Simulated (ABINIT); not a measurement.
Crystal: Zr.

```
CELL_PARAMETERS angstrom
3.23200 0.00000 0.00000
-1.61600 2.79899 0.00000
0.00000 0.00000 5.14700
ATOMIC_POSITIONS crystal
Zr 0.66667 0.33333 0.75000
Zr 0.33333 0.66667 0.25000
```

Program: ABINIT 10.8.3 (patched build). Alike in all runs: cell as given; smearing fermi-dirac 0.05 eV.

Problem. Order these runs on this cell by their pressure, lowest first.
A. level PBEsol; potentials or basis JTH PAW PBE v2.0; spin off; k mesh 12 × 12 × 6; cutoff (eV) 463; fine-grid cutoff 925.187 eV
B. level PBE; potentials or basis Ansatz NC PBE; spin off; k mesh 9 × 9 × 5; cutoff (eV) 898
C. level RPBE; potentials or basis JTH PAW PBE v2.0; spin off; k mesh 9 × 9 × 5; cutoff (eV) 463; fine-grid cutoff 925.187 eV
D. level LDA-PZ; potentials or basis JTH PAW LDA v2.0; spin off; k mesh 9 × 9 × 5; cutoff (eV) 463; fine-grid cutoff 925.187 eV
E. level HCTH407; potentials or basis JTH PAW PBE v2.0; spin SOC, no magnetisation; k mesh 9 × 9 × 5; cutoff (eV) 463; fine-grid cutoff 925.187 eV

Solution. D (-6.1 GPa), A (-3.3 GPa), E (-1.2 GPa), B (0.5 GPa), C (2.6 GPa).

Caveats: the PAW data sets were made with another functional, which shifts forces and pressure a little (some runs).

Not every run made on this cell is shown here.
